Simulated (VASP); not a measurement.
The system is ZnSe (Stilleite).

```xyz
2
Lattice="0.0000 2.8207 2.8207 2.8207 0.0000 2.8207 2.8207 2.8207 0.0000" Properties=species:S:1:pos:R:3 pbc="T T T"
Zn    0.0000    0.0000    0.0000
Se    1.4103    1.4103    1.4103
```

Base run:

| Quantity | Value |
| --- | --- |
| Program | VASP 6.6.1 |
| Functional | PBE0 |
| Potentials or basis | VASP PAW PBE potentials, release 64 (Zn, Se) |
| Cutoff | 520 eV |
| k mesh | 8 × 8 × 8 |
| Occupations | gaussian, width 0.03 eV |
| Spin | no spin polarisation |

Its results: band gap on the k mesh 3.08 eV, direct; pressure 1.9 GPa.

Problem. After a change of settings the same cell gave: band gap on the k mesh 2.48 eV, direct; pressure 2.1 GPa. Which change was it?
A. functional from PBE0 to PBE; further incar settings from ALGO = Normal; EDIFF = 1e-06 to ALGO = Fast; EDIFF = 1e-06
B. functional from PBE0 to HSE06
C. k mesh from 8 × 8 × 8 to 6 × 6 × 6; further incar settings from ALGO = Normal; EDIFF = 1e-06 to ALGO = Normal; EDIFF = 1e-06; NBANDS = 16

Solution. B.

Caveats: the PAW data sets were made with another functional, which shifts forces and pressure a little.
